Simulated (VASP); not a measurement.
Input of a VASP 6.6.1 run:

Contents of INCAR:

```
  PREC = Accurate
  ENCUT = 600
  EDIFF = 1E-6
  ISMEAR = 0
  SIGMA = 0.1
  LREAL = F
  LASPH = T
  NELM = 100
  ALGO = Fast
  ISIF = 3
  LWAVE = F
  LCHARG = F
  GGA = PS
  IBRION = 2
  NSW = 90
  EDIFFG = -0.04
```

The input KPOINTS:

```
Automatic mesh
0
Gamma
  6 6 4
```

POSCAR

```
Bi
1.0
    5.2509897508      0.0000000000      0.0000000000
   -2.6254948754      4.5474905192      0.0000000000
    0.0000000000      0.0000000000      6.7583892058
Bi
4
Direct
    0.0000000000      0.0000000000      0.2500000000
    0.0000000000      0.0000000000      0.7500000000
    0.3333333333      0.6666666667      0.7500000000
    0.6666666667      0.3333333333      0.2500000000
```

Potentials or basis: VASP PAW PBE potentials, release 64 (Bi_d).

The run is started by

```bash
$ cat potpaw_PBE.64/Bi_d/POTCAR > POTCAR
$ mpirun -np 1 vasp_std > vasp.out
```

Problem. Predict the band gap on the k mesh.

Solution. None (metal or under the smearing width).

Problem. Predict the space group after relaxing (to 0.05 Å).

Solution. P6_3/mmc (No. 194).

Final structure:
```
CELL_PARAMETERS angstrom
5.29881 0.00000 0.00000
-2.64940 4.58890 0.00000
0.00000 0.00000 6.43764
ATOMIC_POSITIONS crystal
Bi 0.00000 0.00000 0.25000
Bi 0.00000 0.00000 0.75000
Bi 0.33333 0.66667 0.75000
Bi 0.66667 0.33333 0.25000
```

Caveat: spin-orbit coupling is left out, which moves the levels of the heavy elements.
